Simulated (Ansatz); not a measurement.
## Equation of state of RbBr

```yaml
crystal:
  lattice:
    - [0.00000, 3.42750, 3.42750]
    - [3.42750, 0.00000, 3.42750]
    - [3.42750, 3.42750, 0.00000]
  atoms:
    - { symbol: Rb, position: [0.00000, 0.00000, 0.00000] }
    - { symbol: Br, position: [0.50000, 0.50000, 0.50000] }
```

The cell is COD entry 1010048, as deposited and not checked against the literature; nothing was relaxed. It is an old determination, and later ones may differ.

All numbers are computed: DFT, PBE, all-electron LAPW, scalar-relativistic (Ansatz 0.2.0); DFT, PBE, PAW with Ansatz's default frozen-core files, scalar-relativistic (Ansatz 0.2.0).

For LAPW: a Γ-centred 7×7×7 k mesh, Fermi–Dirac smearing of 0.03 eV, basis error target 1 meV/atom, no spin polarisation. PAW takes a cutoff of 420 eV at this cell. The Ansatz runs share mesh, smearing and spin set-up. Plane-wave (PAW) pressures include the program's estimate of the Pulay term.

The cell above is scaled evenly, with fractional coordinates and shape held.

```
V/V(cell)  V (Å³/atom)  P, LAPW (GPa)  P, PAW (GPa)  gap on the k mesh, LAPW (eV)
   0.9600       38.655           1.73          1.74                          4.47
   0.9800       39.460           1.34          1.34                          4.42
   1.0000       40.265           0.99          0.99                          4.36
   1.0200       41.071           0.68          0.68                          4.31
   1.0400       41.876           0.40          0.40                          4.27
```
